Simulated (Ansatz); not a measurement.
A run of Ansatz 0.2.0 is set up as follows.

input.yaml

```yaml
crystal:
  lattice:
    - [6.107, -1.51855, 0.0]
    - [6.107, 1.51855, 0.0]
    - [-1.3859888959, 0.0, 5.630008738]
  atoms:
    - { symbol: Ga, position: [0.34134, 0.34134, 0.68598] }
    - { symbol: Ga, position: [0.65866, 0.65866, 0.31402] }
    - { symbol: Ga, position: [0.9095, 0.9095, 0.2054] }
    - { symbol: Ga, position: [0.0905, 0.0905, 0.7946] }
    - { symbol: O, position: [0.5041, 0.5041, 0.7434] }
    - { symbol: O, position: [0.4959, 0.4959, 0.2566] }
    - { symbol: O, position: [0.8267, 0.8267, 0.4368] }
    - { symbol: O, position: [0.1733, 0.1733, 0.5632] }
    - { symbol: O, position: [0.8355, 0.8355, 0.8902] }
    - { symbol: O, position: [0.1645, 0.1645, 0.1098] }
hamiltonian:
  xc: lda
  pseudopotentials: { kind: paw_fr }
magnetization:
  noncollinear: true
  spin_orbit: true
kpoints:
  mp_grid: { grid: [9, 9, 5] }
  band_path:
    path:
      - [[0.0, 0.5, 0.0], [0.0, 0.0, 0.0], [0.0, 0.0, -0.5]]
      - [[0.0, 0.5, -0.5], [0.0, 0.0, 0.0], [-0.5, -0.5, 0.5]]
      - [[-0.5, 0.0, 0.5], [0.0, 0.0, 0.0], [-0.5, -0.5, 0.0]]
      - [[-0.5, 0.0, 0.0], [0.0, 0.0, 0.0]]
    npoints: 10
scf:
  occupations: { method: fermi_dirac, width: 0.05 }
  n_extra_bands: 25
output:
  forces: true
  stress: true
  eigenvalues: true
  fatbands: true
```

Potentials or basis: Ansatz PAW.

The run is started by

```bash
$ ansatz run input.yaml --threads 4 --pin off --max-ram 11264MiB --backend cpu --events-out ev --progress --plain --runs-dir out
```

Q: Predict the band gap along the path.

A: 2.33 eV, indirect (least direct gap 2.35 eV).

Q: Estimate the pressure.

A: -4.1 GPa.

Q: Predict the largest force.

A: 0.089 eV/Å.

Levels at the corners of the path, in eV from the valence-band top:
| point | band 85 | band 86 | band 87 | band 88 | band 89 | band 90 | band 91 | band 92 |
| --- | --- | --- | --- | --- | --- | --- | --- | --- |
| X | -0.47 | -0.47 | -0.11 | -0.11 | 5.47 | 5.47 | 6.38 | 6.38 |
| Γ | -0.29 | -0.29 | -0.01 | -0.01 | 2.33 | 2.33 | 5.56 | 5.56 |
| Y | -0.51 | -0.51 | -0.30 | -0.30 | 4.69 | 4.69 | 4.81 | 4.81 |
| L | -0.75 | -0.75 | -0.65 | -0.65 | 6.75 | 6.75 | 6.78 | 6.78 |
| Γ | -0.29 | -0.29 | -0.01 | -0.01 | 2.33 | 2.33 | 5.56 | 5.56 |
| Z | -0.60 | -0.60 | 0.00 | 0.00 | 5.10 | 5.10 | 5.21 | 5.21 |
| N | -0.75 | -0.75 | -0.65 | -0.65 | 6.75 | 6.75 | 6.78 | 6.78 |
| Γ | -0.29 | -0.29 | -0.01 | -0.01 | 2.33 | 2.33 | 5.56 | 5.56 |
| M | -0.42 | -0.42 | -0.15 | -0.15 | 4.47 | 4.47 | 4.74 | 4.74 |
| R | -0.47 | -0.47 | -0.11 | -0.11 | 5.47 | 5.47 | 6.38 | 6.38 |
| Γ | -0.29 | -0.29 | -0.01 | -0.01 | 2.33 | 2.33 | 5.56 | 5.56 |

Caveat: the pressure holds a Pulay correction of +1.0 GPa for the finite cutoff; the PAW data sets come from PBE, with cores solved anew for the run's functional, which leaves a small shift of forces and pressure. Expect the measured gap to be larger: semilocal functionals such as LDA lack the derivative discontinuity.
